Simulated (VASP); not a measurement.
Wanted: the native input for a VASP 6.6.1 run.

- Task: single point
- Functional: PBE
- Potentials or basis: VASP PAW PBE potentials, release 64 (Cu)
- Cutoff: 520 eV
- k mesh: 11 × 11 × 11
- Occupations: fermi-dirac, width 0.05 eV
- Spin: no spin polarisation
- Further INCAR settings: ALGO = Normal; EDIFF = 1e-07; NBANDS = 18

The structure of Cu lies in POSCAR:

```
Cu
1.0
    1.2184636900     -3.9763780104      0.0000000000
    1.2184636900      3.9763780104      0.0000000000
    0.0000000000      0.0000000000      2.4754955235
Cu
2
Direct
    0.8661333500      0.1338666500      0.7500000000
    0.1338666500      0.8661333500      0.2500000000
```

This isn't the form of Cu at room conditions, which is fcc.

These files were run (other wordings do the same):

INCAR

```
SYSTEM = Cu
PREC = Accurate
ENCUT = 520
EDIFF = 1E-7
ISMEAR = -1
SIGMA = 0.05
LREAL = .False.
LASPH = .True.
NELM = 60
ALGO = Normal
ISIF = 2
LWAVE = .False.
LCHARG = .False.
GGA = PE
NBANDS = 18
```

KPOINTS

```
Automatic mesh
0
Gamma
  11 11 11
  0 0 0
```

Potentials or basis: VASP PAW PBE potentials, release 64 (Cu).

Command:

```bash
$ cat potpaw_PBE.64/Cu/POTCAR > POTCAR
$ mpirun -np 1 vasp_std > vasp.out
```

It gave:

| Item | Value |
| --- | --- |
| Pressure | 7.1 GPa |
| Largest force | 0.053 eV/Å |
| Band gap on the k mesh | none (metal or under the smearing width) |

Wall time 66 s on 1 thread of Intel(R) Xeon(R) Platinum 8375C CPU @ 2.90GHz (Ice Lake), with other jobs on the host, peak memory 0.2 GiB.
